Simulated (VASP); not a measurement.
# SrCl2 (Fm-3m) in VASP: further runs

Runs on SrCl2. Level: PBE. Tasks: single point.

All numbers are computed with VASP 6.6.1; they aren't measurements. Logs are shortened: lines on timing, memory, paths and dates and some standing lists are left out, and cuts for length are marked.

**1. The crystal as given**

It takes space group Fm-3m (No. 225, cubic). The conventional cell has a = 6.977 Å, b = 6.977 Å, c = 6.977 Å, α = 90.00°, β = 90.00°, γ = 90.00°. Around Sr (site symmetry m-3m) lie 8 Cl at 3.02 Å. Cl (site symmetry -43m) is surrounded by 4 Sr at 3.02 Å.

**2. Single point, PBE**

Input file INCAR:

```
SYSTEM = SrCl2
ADDGRID = .False. ; ALGO = Normal
EDIFF = 1E-6 ; ENCUT = 250
GGA = PE ; ISIF = 2
ISMEAR = 0 ; LASPH = .True.
LCHARG = .False. ; LREAL = .False.
LWAVE = .False. ; NBANDS = 19
NELM = 100 ; PREC = Accurate
SIGMA = 0.05
```

Input file KPOINTS:

```
k-points
0
Gamma
  7 7 7
  0 0 0
```

Input file POSCAR:

```
SrCl2
1.0
    0.0000000000      3.4883500000      3.4883500000
    3.4883500000      0.0000000000      3.4883500000
    3.4883500000      3.4883500000      0.0000000000
Sr Cl
1 2
Direct
    0.0000000000      0.0000000000      0.0000000000
    0.7500000000      0.7500000000      0.7500000000
    0.2500000000      0.2500000000      0.2500000000
```

Potentials or basis: VASP PAW PBE potentials, release 64 (Sr_sv, Cl).

Launch:

```sh
cat potpaw_PBE.64/Sr_sv/POTCAR potpaw_PBE.64/Cl/POTCAR > POTCAR
mpirun -np 1 vasp_std > vasp.out
```

OUTCAR:

```text
SYSTEM = SrCl2
   EDIFF = 1E-6
   ENCUT = 250
   GGA = PE
   ISIF = 2
   ISMEAR = 0
   LASPH = .True.
   LREAL = .False.
   NELM = 100
   PREC = Accurate

 Found     20 irreducible k-points:

 Following reciprocal coordinates:
            Coordinates               Weight
  0.000000  0.000000  0.000000      1.000000
  0.142857  0.000000  0.000000      8.000000
  0.285714  0.000000  0.000000      8.000000
  0.428571  0.000000  0.000000      8.000000
  0.142857  0.142857  0.000000      6.000000
  0.285714  0.142857  0.000000     24.000000
   k-points           NKPTS =     20   k-points in BZ     NKDIM =     20   number of bands    NBANDS=     19
   number of dos      NEDOS =    301   number of ions     NIONS =      3
   total plane-waves  NPLWV =  21952
   dimension x,y,z NGX =    28 NGY =   28 NGZ =   28
   dimension x,y,z NGXF=    56 NGYF=   56 NGZF=   56
   ions per type =               1   2
   NGX,Y,Z   is equivalent  to a cutoff of   9.44,  9.44,  9.44 a.u.
   NGXF,Y,Z  is equivalent  to a cutoff of  18.87, 18.87, 18.87 a.u.
 SYSTEM =  SrCl2
   PREC   = accura    normal or accurate (medium, high low for compatibility)
   ISTART =      0    job   : 0-new  1-cont  2-samecut
   ICHARG =      2    charge: 1-file 2-atom 10-const
   ISPIN  =      1    spin polarized calculation?
   LNONCOLLINEAR =      F non collinear calculations
   LSORBIT =      F    spin-orbit coupling
   LASPH  =      T    aspherical Exc in radial PAW
   ENCUT  =  250.0 eV  18.37 Ry    4.29 a.u.   6.36  6.36  6.36*2*pi/ulx,y,z
   NELM   =    100;   NELMIN=  2; NELMDL= -5     # of ELM steps
   EDIFF  = 0.1E-05   stopping-criterion for ELM
   LREAL  =      F    real-space projection
   EDIFFG = 0.1E-04   stopping-criterion for IOM
   NSW    =      0    number of steps for IOM
   IBRION =     -1    ionic relax: 0-MD 1-quasi-New 2-CG
   NFREE  =      0    steps in history (QN), initial steepest desc. (CG)
   ISIF   =      2    stress and relaxation
   ISYM   =      2    0-nonsym 1-usesym 2-fastsym
   POTIM  = 0.5000    time-step for ionic-motion
   TEBEG  =    0.0;   TEEND  =   0.0 temperature during run
   PSTRESS=    0.0 pullay stress
   NELECT =      24.0000    total number of electrons
   NUPDOWN=      -1.0000    fix difference up-down
   EMIN   =  10.00;   EMAX   =-10.00  energy-range for DOS
   EFERMI =   0.00;   METHOD = LEGACY
   ISMEAR =     0;   SIGMA  =   0.05  broadening in eV -4-tet -1-fermi 0-gaus
   EFERMI_NEDOS =   21; number of points for ismear=-14 and -15
   IALGO  =     38    algorithm
   IMIX   =      4    mixing-type and parameters
     AMIX     =   0.40;   BMIX     =  1.00
     AMIX_MAG =   1.60;   BMIX_MAG =  1.00
  volume/ion in A,a.u.               =      28.30       190.97
  Fermi-wavevector in a.u.,A,eV,Ry     =   1.074439  2.030396 15.706833  1.154420
  Thomas-Fermi vector in A             =   2.210267
   LORBIT       =      0    0 simple, 1 ext, 2 COOP (PROOUT), +10 PAW based schemes
   GGA     = PE    functional components
   LHFCALC =     F    Hartree Fock is set to
   AEXX    =    0.0000 exact exchange contribution
   IVDW    =     0    specifies the selected vdW correction
   LEPSILON=     F    determine dielectric tensor
   LRPA    =     F    only Hartree local field effects (RPA)
 non-spin polarized calculation
 Gauss-broadening in eV      SIGMA  =   0.05
  energy-cutoff  :      250.00
  volume of cell :       84.90
 maximum number of plane-waves:       771
 NGX is ok and might be reduce to    28
   NGX = 13   NGY = 13   NGZ = 13

 number of electron      23.9999987 magnetization

 Free energy of the ion-electron system (eV)
  ---------------------------------------------------
  ext. energy  EPLUGINS =         0.00000000
  ---------------------------------------------------
  free energy    TOTEN  =       -12.77696160 eV

  energy without entropy =      -12.77696160  energy(sigma->0) =      -12.77696160

 E-fermi :   0.3851     XC(G=0):  -8.2834

 val. band max:        0.1227984575   @ k =  -0.4286   0.4286   0.0000
 cond. band min:       5.4834805450   @ k =   0.0000   0.0000   0.0000
 fundamental gap:      5.3606820875
 Fermi energy:         0.3850505129

 k-point     1 :       0.0000    0.0000    0.0000
  band No.  band energies     occupation
      1     -32.7325      2.00000
      2     -14.7195      2.00000
      3     -14.7195      2.00000
      4     -14.7195      2.00000
      5     -13.1660      2.00000
      6     -12.3180      2.00000
[... 11 lines left out ...]
     18       9.2207      0.00000
     19       9.4763      0.00000

 k-point     2 :       0.1429    0.0000    0.0000
  band No.  band energies     occupation
      1     -32.7319      2.00000
      2     -14.7880      2.00000
      3     -14.7221      2.00000
      4     -14.7221      2.00000
      5     -13.0503      2.00000
      6     -12.3616      2.00000
[... 11 lines left out ...]
     18       8.9619      0.00000
     19       9.9117      0.00000

 k-point     3 :       0.2857    0.0000    0.0000
  band No.  band energies     occupation
      1     -32.7305      2.00000
      2     -14.9127      2.00000
      3     -14.7281      2.00000
      4     -14.7281      2.00000
      5     -12.8438      2.00000
      6     -12.4274      2.00000
[... 11 lines left out ...]
     18       8.7666      0.00000
     19       9.5832      0.00000

 k-point     4 :       0.4286    0.0000    0.0000
  band No.  band energies     occupation
      1     -32.7295      2.00000
      2     -14.9944      2.00000
      3     -14.7328      2.00000
      4     -14.7328      2.00000
      5     -12.7701      2.00000
      6     -12.4004      2.00000
[... 11 lines left out ...]
     18       8.7709      0.00000
     19       8.8326      0.00000

 k-point     5 :       0.1429    0.1429    0.0000
  band No.  band energies     occupation
      1     -32.7317      2.00000
      2     -14.8047      2.00000
      3     -14.7257      2.00000
      4     -14.7257      2.00000
      5     -13.0094      2.00000
      6     -12.3783      2.00000
[... 11 lines left out ...]
     18       8.9561      0.00000
     19       9.2132      0.00000

 k-point     6 :       0.2857    0.1429    0.0000
  band No.  band energies     occupation
      1     -32.7306      2.00000
      2     -14.8972      2.00000
      3     -14.7400      2.00000
      4     -14.7321      2.00000
      5     -12.8224      2.00000
      6     -12.4470      2.00000
[... 11 lines left out ...]
     18       8.8365      0.00000
     19       9.5238      0.00000

 [... further k-points ...]

------------------------ aborting loop because EDIFF is reached ----------------------------------------

  FORCE on cell =-STRESS in cart. coord.  units (eV):
  Direction    XX          YY          ZZ          XY          YZ          ZX
  --------------------------------------------------------------------------------------
  -------------------------------------------------------------------------------------
  Total       -0.4747636     -0.4747636     -0.4747636      0.0000000      0.0000000     -0.0000000
  in kB       -8.9597911     -8.9597911     -8.9597911      0.0000000      0.0000000     -0.0000000
  external PRESSURE =      -8.9597911 kB  Pullay stress =       0.0000000 kB

 VOLUME and BASIS-vectors are now :
 -----------------------------------------------------------------------------
  energy-cutoff  :      250.00
  volume of cell :       84.90
      direct lattice vectors                 reciprocal lattice vectors
     0.000000000  3.488350000  3.488350000    -0.143334241  0.143334241  0.143334241
     3.488350000  0.000000000  3.488350000     0.143334241 -0.143334241  0.143334241
     3.488350000  3.488350000  0.000000000     0.143334241  0.143334241 -0.143334241

 POSITION                                       TOTAL-FORCE (eV/Angst)
 -----------------------------------------------------------------------------------
      0.00000      0.00000      0.00000         0.000000      0.000000      0.000000
      5.23252      5.23252      5.23252         0.000000      0.000000     -0.000000
      1.74418      1.74418      1.74418        -0.000000     -0.000000      0.000000
 -----------------------------------------------------------------------------------
    total drift:                               -0.000000     -0.000000      0.000000

  FREE ENERGIE OF THE ION-ELECTRON SYSTEM (eV)
  ---------------------------------------------------
  free  energy   TOTEN  =       -12.7769616012 eV

  energy  without entropy=      -12.7769616012  energy(sigma->0) =      -12.77696160
```

Run time: 11 s. Hardware: 1 thread of Intel Xeon Platinum 8488C (Sapphire Rapids), shared host; peak memory 0.15 GiB.

The run converged, but a check on its numbers failed (symmetry, net force, bounds or a known fault of this set-up), so they aren't taken as properties of the crystal.

Caveat: the cutoff lies under the usual one of these potentials, so the numbers hold a large basis-set error; an odd mesh through Γ misses points on the zone boundary, where band edges often lie.

**3. Single point, PBE**

INCAR is that of step 2.

KPOINTS is that of step 2.

Input file POSCAR:

```
SrCl2
1.0
    0.0000000000      3.4883500000      3.4883500000
    3.4883500000      0.0000000000      3.4883500000
    3.4883500000      3.4883500000      0.0000000000
Sr Cl
1 2
Direct
    0.0068970000     -0.0112840000      0.0399150000
    0.7604860000      0.7424010000      0.7508940000
    0.2477780000      0.2469560000      0.2707310000
```

Potentials or basis: VASP PAW PBE potentials, release 64 (Sr_sv, Cl).

Launch:

```sh
cat potpaw_PBE.64/Sr_sv/POTCAR potpaw_PBE.64/Cl/POTCAR > POTCAR
mpirun -np 1 vasp_std > vasp.out
```

Run time: 71 s. Hardware: 1 thread of Intel Xeon Platinum 8488C (Sapphire Rapids), shared host; peak memory 0.21 GiB.

The run converged, but a check on its numbers failed (symmetry, net force, bounds or a known fault of this set-up), so they aren't taken as properties of the crystal.

Caveat: the cutoff lies under the usual one of these potentials, so the numbers hold a large basis-set error; an odd mesh through Γ misses points on the zone boundary, where band edges often lie.

**4. Single point, PBE**

INCAR: that of step 3 with these lines changed.

```diff
@@ -2,3 +2,3 @@
 ADDGRID = .False. ; ALGO = Normal
-EDIFF = 1E-6 ; ENCUT = 250
+EDIFF = 1E-6 ; ENCUT = 350
 GGA = PE ; ISIF = 2
```

Input file KPOINTS:

```
k-points
0
Gamma
  6 6 6
  0 0 0
```

Input file POSCAR:

```
SrCl2
1.0
    0.0000000000      3.4883500000      3.4883500000
    3.4883500000      0.0000000000      3.4883500000
    3.4883500000      3.4883500000      0.0000000000
Sr Cl
1 2
Direct
    0.0000000000      0.0000000000      0.0000000000
    0.7500000000      0.7500000000      0.7500000000
    0.2500000000      0.2500000000      0.2500000000
```

Launch:

```sh
cat potpaw_PBE.64/Sr_sv/POTCAR potpaw_PBE.64/Cl/POTCAR > POTCAR
mpirun -np 1 vasp_std > vasp.out
```

It took 11 s on 1 thread of Intel Xeon Platinum 8488C (Sapphire Rapids), shared host; peak memory 0.16 GiB.

The run converged, but some of its settings lie outside the range that counts as converged, so its numbers aren't taken as properties of the crystal.

Results:

- Free energy: -12.7798 eV
- Pressure: 1.1 GPa
- Band gap on the k mesh: 5.33 eV, indirect (least direct gap 5.50 eV)

**5. Single point, PBE**

INCAR is that of step 4.

KPOINTS is that of step 4.

Input file POSCAR:

```
SrCl2
1.0
    0.0000000000      3.4883500000      3.4883500000
    3.4883500000      0.0000000000      3.4883500000
    3.4883500000      3.4883500000      0.0000000000
Sr Cl
1 2
Direct
    0.0068970000     -0.0112840000      0.0399150000
    0.7604860000      0.7424010000      0.7508940000
    0.2477780000      0.2469560000      0.2707310000
```

Launch:

```sh
cat potpaw_PBE.64/Sr_sv/POTCAR potpaw_PBE.64/Cl/POTCAR > POTCAR
mpirun -np 1 vasp_std > vasp.out
```

It took 73 s on 1 thread of Intel Xeon Platinum 8488C (Sapphire Rapids), shared host; peak memory 0.23 GiB.

The run converged, but some of its settings lie outside the range that counts as converged, so its numbers aren't taken as properties of the crystal.

What came out:

```yaml
Free_energy: -12.7420 eV
Pressure: 1.4 GPa
Largest_force: 0.426 eV/Å
Band_gap_on_the_k_mesh: 5.31 eV, indirect (least direct gap 5.50 eV)
```

**6. Single point, PBE**

INCAR: that of step 5 with these lines changed.

```diff
@@ -2,3 +2,3 @@
 ADDGRID = .False. ; ALGO = Normal
-EDIFF = 1E-6 ; ENCUT = 350
+EDIFF = 1E-6 ; ENCUT = 550
 GGA = PE ; ISIF = 2
```

Input file KPOINTS:

```
k-points
0
Gamma
  5 5 5
  0 0 0
```

Input file POSCAR:

```
SrCl2
1.0
    0.0000000000      3.4883500000      3.4883500000
    3.4883500000      0.0000000000      3.4883500000
    3.4883500000      3.4883500000      0.0000000000
Sr Cl
1 2
Direct
    0.0000000000      0.0000000000      0.0000000000
    0.7500000000      0.7500000000      0.7500000000
    0.2500000000      0.2500000000      0.2500000000
```

Potentials or basis: VASP PAW PBE potentials, release 64 (Sr_sv, Cl).

Launch:

```sh
cat potpaw_PBE.64/Sr_sv/POTCAR potpaw_PBE.64/Cl/POTCAR > POTCAR
mpirun -np 1 vasp_std > vasp.out
```

Run time: 18 s. Hardware: 1 thread of Intel Xeon Platinum 8488C (Sapphire Rapids), shared host; peak memory 0.23 GiB.

The run converged, but some of its settings lie outside the range that counts as converged, so its numbers aren't taken as properties of the crystal.

Results:

* Free energy: -12.7825 eV
* Pressure: 1.1 GPa
* Band gap on the k mesh: 5.41 eV, indirect (least direct gap 5.68 eV)

Caveat: an odd mesh through Γ misses points on the zone boundary, where band edges often lie.
